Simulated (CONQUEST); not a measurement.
# NaH (Fm-3m) in CONQUEST: notebook

The runs below take NaH through density of states, with LDA, RPBE, PBE.

All numbers are computed with CONQUEST 1.3; they aren't measurements. Logs are shortened: lines on timing, memory, paths and dates and some standing lists are left out, and cuts for length are marked.

## 1. The undisturbed crystal

Symmetry: Fm-3m, No. 225, cubic system. The conventional cell has a = 4.880 Å, b = 4.880 Å, c = 4.880 Å, α = 90.00°, β = 90.00°, γ = 90.00°. Around Na (site symmetry m-3m) lie 6 H at 2.44 Å. H (site symmetry m-3m) has 6 Na at 2.44 Å as nearest neighbours.

## 2. Density of states, LDA (volume scaled by 1.25)

Contents of Conquest_input:

```
IO.Title NaH
IO.Coordinates coords.dat
IO.FractionalAtomicCoords T
IO.Iprint 2
IO.Iprint_init 1
General.NumberOfSpecies 2
General.PseudopotentialType hamann
AtomMove.TypeOfRun static
AtomMove.FullStress T
Grid.GridCutoff 120
DM.SolutionMethod diagon
Diag.MPMesh T
Diag.GammaCentred T
Diag.MPMeshX 5
Diag.MPMeshY 5
Diag.MPMeshZ 4
Diag.kT 0.00367493
minE.SCTolerance 1e-6
SC.MaxIters 100
IO.AtomChargeOutput T
IO.writeDOS T
IO.write_proj_DOS T
IO.DumpChargeDensity T
IO.DumpTotPot T
%block ChemicalSpeciesLabel
1 22.990 Na
2 1.010 H
%endblock
```

Contents of coords.dat:

```
    7.0243643309     0.0000000000     0.0000000000
    0.0000000000     7.0243643309     0.0000000000
    0.0000000000     0.0000000000     9.9339513034
4
  0.0000000000   0.0000000000   0.0000000000 1 T T T
  0.5000000000   0.5000000000   0.5000000000 1 T T T
  0.0000000000   0.0000000000   0.5000000000 2 T T T
  0.5000000000   0.5000000000   0.0000000000 2 T T T
```

Contents of Conquest_input (lines added for PostProcessCQ):

```
Process.Job pdos
Process.min_DOS_E -0.6498
Process.max_DOS_E 0.1502
Process.sigma_DOS 0.005
Process.n_DOS 501
Process.pDOS_l_resolved T
```

Potentials or basis: PseudoDojo NC LDA, SZP, grid cutoff 120 Ha.

On the command line:

```
$ Conquest
$ PostProcessCQ   # after the lines are added to Conquest_input
```

The program printed:

```text
Simulation cell dimensions:     7.0244 a0 x     7.0244 a0 x     9.9340 a0

      Atomic coordinates (a0)
         Atom         X         Y         Z  Species
            1    0.0000    0.0000    0.0000        1
            2    3.5122    3.5122    4.9670        1
            3    0.0000    0.0000    4.9670        2
            4    3.5122    3.5122    0.0000        2

         Monkhorst-Pack mesh:   5 x   5 x   4 gamma-centred
        This calculation includes non-local pseudopotentials,
         with a maximum core radius of     10.33301948

    Job title: NaH
    Job to be run: static calculation

    Ground state search:
      Support functions represented with PAO basis
      1:1 PAO to SF mapping
      Non-spin-polarised electrons
      Solving for the K matrix using diagonalisation
      Using Fermi-Dirac smearing

    Integration grid size:     36 x   36 x   60

    Integration grid spacing:  0.195 a0 x 0.195 a0 x 0.166 a0

    Number of species:  2
    --------------------------------------------------------
    |   #  mass (au)  Charge (e)  SF Rad (a0)  NSF  Label  |
    --------------------------------------------------------
    |   1     22.990       9.000       10.537    8  Na     |
    |   2      1.010       1.000        7.024    4  H      |
    --------------------------------------------------------
          SCF tolerance:                 0.00000100
          SCF iterations:               100

    LibXC version:  6. 2. 2
    Using the LDA functional Slater exchange
    Using the LDA functional Perdew & Wang

           radial cut-off to be used is taken to be max PAO cut-off radius for this species:   10.333019

           greatest ang. mom. for making density from PAOs:  1

           radial cut-off to be used is taken to be max PAO cut-off radius for this species:    6.727264

           greatest ang. mom. for making density from PAOs:  1
    Minimum blocs/proc is     1215. Maximum blocs/proc is     1215
    set_atom_dens: In set_atomic_density, electrons :      20.000000000000
 matrix_size & matrix_size_padH =           24          24

    Screened ion int: energy:     -74.737226383697 Ha

    new_SC_potl: Starting.  Tolerance:  0.10000E-05

    PulayMixSC: Starting Pulay mixing, A_up =  0.500 A_dn =  0.500
    PulayMixSC: Spin non-polarised calculation.
          Harris-Foulkes Energy            :       -92.411472181405287 Ha
          (TS=0 as O(N) or entropic contribution is negligible)
          DFT Total Energy                 :       -92.352648878293294 Ha
          Total number of electrons        :        19.999999999998519
    PulayMixSC: Pulay iteration     1 residual:              0.59034E-02
          Harris-Foulkes Energy            :       -92.376443771211171 Ha
          (TS=0 as O(N) or entropic contribution is negligible)
          DFT Total Energy                 :       -92.374186946266036 Ha
          Total number of electrons        :        20.000008118071769
    PulayMixSC: Pulay iteration     2 residual:              0.10663E-02
          Harris-Foulkes Energy            :       -92.375074945229741 Ha
          (TS=0 as O(N) or entropic contribution is negligible)
          DFT Total Energy                 :       -92.375077688439816 Ha
          Total number of electrons        :        20.000017374271138
    PulayMixSC: Pulay iteration     3 residual:              0.32792E-03
          Harris-Foulkes Energy            :       -92.375083289475668 Ha
          (TS=0 as O(N) or entropic contribution is negligible)
          DFT Total Energy                 :       -92.375081817908480 Ha
          Total number of electrons        :        20.000025025353981
    PulayMixSC: Pulay iteration     4 residual:              0.37339E-04
          Harris-Foulkes Energy            :       -92.375085192539004 Ha
          (TS=0 as O(N) or entropic contribution is negligible)
          DFT Total Energy                 :       -92.375080507100918 Ha
          Total number of electrons        :        20.000025950263929
    PulayMixSC: Pulay iteration     5 residual:              0.52458E-04
          Harris-Foulkes Energy            :       -92.375082407120743 Ha
          (TS=0 as O(N) or entropic contribution is negligible)
          DFT Total Energy                 :       -92.375082407108522 Ha
          Total number of electrons        :        20.000025508043574
    PulayMixSC: Pulay iteration     6 residual:              0.10599E-06
    PulayMixSC: Reached SCF tolerance of  0.10599E-06 after      6 iterations
      | Number of electrons      =        20.000026
      |* band energy as 2Tr[K.H] =       -22.911551992509157 Ha
      |  screened ion-ion energy =       -74.737226383696836 Ha
      |  Ha correction           =         0.906042513895948 Ha
      |  XC correction           =         4.367654990898850 Ha
      |* Harris-Foulkes energy   =       -92.375082407120743 Ha
      |* DFT total energy        =       -92.375082407108522 Ha
      |  estimated accuracy      =        -0.000000000012221 Ha
    get_E_and_F: Change in energy during last step of electronic optimisation:  0.27854E-05

    BIBLIOGRAPHY: Please consider citing the following references in the conquest.bib file

    CONQUEST:         Bowler2002pt, Miyazaki2004, Nakata2020
    Basis:            Bowler2019
    DM:               Bowler:2006xr
    Pseudopotentials: Hamann2013, Bowler2019
    XC references from LibXC:
      P. A. M. Dirac.,  Math. Proc. Cambridge Philos. Soc. 26, 376 (1930)
```

Wall time 14 s (1 thread of Intel Xeon Platinum 8488C (Sapphire Rapids), shared host); peak memory 0.44 GiB.

What came out:

| Quantity | Value |
| --- | --- |
| Free energy | -2513.6540 eV |
| Band gap on the k mesh | 3.44 eV |
| Mulliken charges | Na +0.43; H -0.43 e |

States per cell in windows of 1 eV (zero at the valence-band top; states under -8 eV left out):
| from (eV) | total | H_s | Na_p | Na_s | H_p |
| --- | --- | --- | --- | --- | --- |
| -8.0 | 0.00 | 0.00 | 0.00 | 0.00 | 0.00 |
| -7.0 | 0.00 | 0.00 | 0.00 | 0.00 | 0.00 |
| -6.0 | 0.00 | 0.00 | 0.00 | 0.00 | 0.00 |
| -5.0 | 0.00 | 0.00 | 0.00 | 0.00 | 0.00 |
| -4.0 | 0.03 | 0.02 | 0.00 | 0.01 | 0.00 |
| -3.0 | 0.52 | 0.31 | 0.05 | 0.16 | 0.00 |
| -2.0 | 1.16 | 0.74 | 0.22 | 0.19 | 0.01 |
| -1.0 | 2.15 | 1.64 | 0.41 | 0.09 | 0.00 |
| 0.0 | 0.14 | 0.12 | 0.02 | 0.00 | 0.00 |
| 1.0 | 0.00 | 0.00 | 0.00 | 0.00 | 0.00 |
| 2.0 | 0.00 | 0.00 | 0.00 | 0.00 | 0.00 |
| 3.0 | 0.89 | 0.02 | 0.23 | 0.53 | 0.11 |
| 4.0 | 1.91 | 0.17 | 0.83 | 0.65 | 0.25 |
| 5.0 | 1.20 | 0.14 | 0.42 | 0.48 | 0.17 |
| 6.0 | 0.97 | 0.13 | 0.36 | 0.35 | 0.14 |
| 7.0 | 1.46 | 0.13 | 0.76 | 0.34 | 0.22 |

Caveat: the atomic basis is small; Mulliken charges move with the basis; an odd mesh through Γ misses points on the zone boundary, where band edges often lie; the basis of atomic orbitals isn't converged, which shifts pressures, moduli and gaps.

## 3. Density of states, RPBE (edges of the box strained at random at fixed volume)

Contents of Conquest_input:

```
IO.Title NaH
IO.Coordinates coords.dat
IO.FractionalAtomicCoords T
IO.Iprint 2
IO.Iprint_init 1
General.NumberOfSpecies 2
General.PseudopotentialType hamann
General.FunctionalType 103
General.DifferentFunctional T
General.NetCharge -1
AtomMove.TypeOfRun static
AtomMove.FullStress T
Grid.GridCutoff 120
DM.SolutionMethod diagon
Diag.MPMesh T
Diag.GammaCentred T
Diag.MPMeshX 8
Diag.MPMeshY 8
Diag.MPMeshZ 6
Diag.kT 0.00367493
minE.SCTolerance 1e-6
SC.MaxIters 100
IO.AtomChargeOutput T
General.NeutralAtomProjector T
IO.writeDOS T
IO.write_proj_DOS T
%block ChemicalSpeciesLabel
1 22.990 Na
2 1.010 H
%endblock
```

Contents of coords.dat:

```
    6.3669597454     0.0000000000     0.0000000000
    0.0000000000     6.5395427632     0.0000000000
    0.0000000000     0.0000000000     9.4177373804
4
  0.0000000000   0.0000000000   0.0000000000 1 T T T
  0.5000000000   0.5000000000   0.5000000000 1 T T T
  0.0000000000   0.0000000000   0.5000000000 2 T T T
  0.5000000000   0.5000000000   0.0000000000 2 T T T
```

Contents of Conquest_input (lines added for PostProcessCQ):

```
Process.Job pdos
Process.min_DOS_E -0.7704
Process.max_DOS_E 0.0296
Process.sigma_DOS 0.005
Process.n_DOS 501
Process.pDOS_l_resolved T
```

Potentials or basis: PseudoDojo NC PBE, DZP, grid cutoff 120 Ha.

On the command line:

```
$ Conquest
$ PostProcessCQ   # after the lines are added to Conquest_input
```

It took 54 s on 1 thread of Intel Xeon Platinum 8488C (Sapphire Rapids), shared host; peak memory 0.51 GiB.

The run converged, but some of its settings lie outside the range that counts as converged (typed here: General.NeutralAtomProjector = T), so its numbers aren't taken as properties of the crystal.

What came out:

```yaml
Free_energy: -2513.6955 eV
Band_gap_on_the_k_mesh: none (metal or under the smearing width)
Mulliken_charges: Na +0.97; H -0.47 e
```

Caveat: the cell carries a net charge on a neutralising background, which shifts energy and pressure; Mulliken charges move with the basis; the basis of atomic orbitals isn't converged, which shifts pressures, moduli and gaps.

## 4. Density of states, PBE (atoms moved at random, drawn with an rms of 0.15 Å)

Contents of Conquest_input:

```
IO.Title NaH
IO.Coordinates coords.dat
IO.FractionalAtomicCoords F
IO.Iprint 2
IO.Iprint_init 1
General.NumberOfSpecies 2
General.PseudopotentialType hamann
AtomMove.TypeOfRun static
AtomMove.FullStress T
Grid.GridCutoff 100
DM.SolutionMethod diagon
Diag.MPMesh T
Diag.GammaCentred T
Diag.MPMeshX 6
Diag.MPMeshY 6
Diag.MPMeshZ 4
Diag.kT 0.00036749
minE.SCTolerance 1e-6
SC.MaxIters 100
IO.AtomChargeOutput T
SC.MaxPulay 2
SC.WaveDependentMetric T
IO.writeDOS T
IO.write_proj_DOS T
%block ChemicalSpeciesLabel
1 22.990 Na
2 1.010 H
%endblock
```

Contents of coords.dat:

```
    6.5208422073     0.0000000000     0.0000000000
    0.0000000000     6.5208422073     0.0000000000
    0.0000000000     0.0000000000     9.2218634882
4
  3.2207580809   3.0127497354   4.5381574084 1 T T T
  6.4811791846   6.2731708390   9.1490891525 1 T T T
  0.1450137494   6.2554667524   4.3291438724 2 T T T
  3.4054348531   2.9950456488   8.9400756165 2 T T T
```

Contents of Conquest_input (lines added for PostProcessCQ):

```
Process.Job pdos
Process.min_DOS_E -0.9767
Process.max_DOS_E 0.3233
Process.sigma_DOS 0.003
Process.n_DOS 401
Process.pDOS_l_resolved T
```

Potentials or basis: PseudoDojo NC PBE, DZP, grid cutoff 100 Ha.

On the command line:

```
$ Conquest
$ PostProcessCQ   # after the lines are added to Conquest_input
```

It took 30 s on 1 thread of Intel Xeon Platinum 8488C (Sapphire Rapids), shared host; peak memory 0.43 GiB.

It converged, with:

```yaml
Free_energy: -2519.9072 eV
Band_gap_on_the_k_mesh: 3.69 eV
Mulliken_charges: Na +0.62; H -0.62 e
```

States per cell in windows of 1 eV (zero at the valence-band top; states under -8 eV left out):
| from (eV) | total | H_s | Na_p | Na_s | H_p |
| --- | --- | --- | --- | --- | --- |
| -8.0 | 0.00 | 0.00 | 0.00 | 0.00 | 0.00 |
| -7.0 | 0.00 | 0.00 | 0.00 | 0.00 | 0.00 |
| -6.0 | 0.00 | 0.00 | 0.00 | 0.00 | 0.00 |
| -5.0 | 0.00 | 0.00 | 0.00 | 0.00 | 0.00 |
| -4.0 | 0.12 | 0.08 | 0.02 | 0.02 | 0.00 |
| -3.0 | 0.65 | 0.44 | 0.15 | 0.06 | 0.00 |
| -2.0 | 1.10 | 0.82 | 0.17 | 0.10 | 0.01 |
| -1.0 | 2.09 | 1.81 | 0.20 | 0.08 | 0.00 |
| 0.0 | 0.04 | 0.04 | 0.00 | 0.00 | 0.00 |
| 1.0 | 0.00 | 0.00 | 0.00 | 0.00 | 0.00 |
| 2.0 | 0.00 | 0.00 | 0.00 | 0.00 | 0.00 |
| 3.0 | 0.07 | 0.00 | 0.00 | 0.06 | 0.01 |
| 4.0 | 1.07 | 0.03 | 0.29 | 0.60 | 0.15 |
| 5.0 | 1.68 | 0.07 | 0.93 | 0.45 | 0.23 |
| 6.0 | 1.07 | 0.06 | 0.36 | 0.50 | 0.15 |
| 7.0 | 1.13 | 0.01 | 0.72 | 0.26 | 0.14 |

Caveat: Mulliken charges move with the basis; the basis of atomic orbitals isn't converged, which shifts pressures, moduli and gaps.
